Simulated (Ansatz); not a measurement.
# In2O3: the cost of one run

Program: Ansatz 0.2.0. Level of theory: DFT, PBE, plane-wave PAW, default files, scalar-relativistic, as far as a step names no other. These are calculated values, not measurements.

### Step 1. The starting structure

Symmetry: R-3c, No. 167, trigonal system. The conventional cell has a = 5.487 Å, b = 5.487 Å, c = 14.510 Å, α = 90.00°, β = 90.00°, γ = 120.00°. Around In (site symmetry 3) lie 6 O at 2.12 to 2.26 Å. O (site symmetry 2) is surrounded by 4 In at 2.12 to 2.26 Å.

Coordinates:

```cif
data_structure
_symmetry_space_group_name_H-M 'R-3c:H'
_symmetry_Int_Tables_number 167
_cell_length_a 5.4870
_cell_length_b 5.4870
_cell_length_c 14.5100
_cell_angle_alpha 90.000
_cell_angle_beta 90.000
_cell_angle_gamma 120.000
_cell_volume 378.33
loop_
_atom_site_label
_atom_site_type_symbol
_atom_site_symmetry_multiplicity
_atom_site_Wyckoff_symbol
_atom_site_fract_x
_atom_site_fract_y
_atom_site_fract_z
_atom_site_occupancy
In1 In 12 c 0.33333 0.66667 0.02398 1
O1 O 18 e 0.29800 0.00000 0.25000 1
```

The earlier run gave: gap on the mesh 1.30 eV, largest force 0.126 eV/Å, pressure 8.4 GPa.

Site by site (atoms counted from 1):

```tsv
site	atoms	first shell	V_zz (10²¹ V/m²)	η	C_Q (MHz)
In	1, 2, 3, 4	6 O at 2.12–2.26 Å	4.85	0.00	90.5 (¹¹⁵In)
O	5, 6, 7, 8, …	4 In at 2.12–2.26 Å	-4.54	0.54	2.81 (¹⁷O)
```

V_zz is the principal component of the electric field gradient with the largest magnitude, η = (V_xx − V_yy)/V_zz and C_Q = eQV_zz/h. Quadrupole moments are those of Pyykkö's year-2017 table.

### Step 2. Z stretched by +2 %, ions relaxed

input.yaml

```yaml
crystal:
  lattice:
    - [2.7435, 1.5839604635, 4.9334]
    - [-2.7435, 1.5839604635, 4.9334]
    - [0.0, -3.167920927, 4.9334]
  atoms:
    - { symbol: In, position: [0.357917628, 0.357917628, 0.357917628] }
    - { symbol: In, position: [0.142082372, 0.142082372, 0.142082372] }
    - { symbol: In, position: [0.642082372, 0.642082372, 0.642082372] }
    - { symbol: In, position: [0.857917628, 0.857917628, 0.857917628] }
    - { symbol: O, position: [0.5459193591, 0.9540806409, 0.25] }
    - { symbol: O, position: [0.25, 0.5459193591, 0.9540806409] }
    - { symbol: O, position: [0.9540806409, 0.25, 0.5459193591] }
    - { symbol: O, position: [0.4540806409, 0.0459193591, 0.75] }
    - { symbol: O, position: [0.75, 0.4540806409, 0.0459193591] }
    - { symbol: O, position: [0.0459193591, 0.75, 0.4540806409] }
kpoints:
  mp_grid: { grid: [7, 7, 7] }
scf:
  occupations: { method: fermi_dirac, width: 0.02 }
hamiltonian:
  xc: pbe
  pseudopotentials: { kind: paw }
output:
  forces: true
  stress: true
  populations: true
  efg:
    quadrupole_moments_barn: { In: 0.772, O: -0.02558 }
    contact_densities: true
relax:
  f_tol: 0.02
  max_steps: 60
```

Command:

```console
> ansatz run input.yaml --threads 4 --pin off --max-ram 8192MiB --backend cpu --events-out ev --progress --plain --runs-dir out
```

Q: Estimate wall time and peak memory on 4 threads of Arm Neoverse V2, shared host.

About 17 s, with a peak of 0.65 GiB.
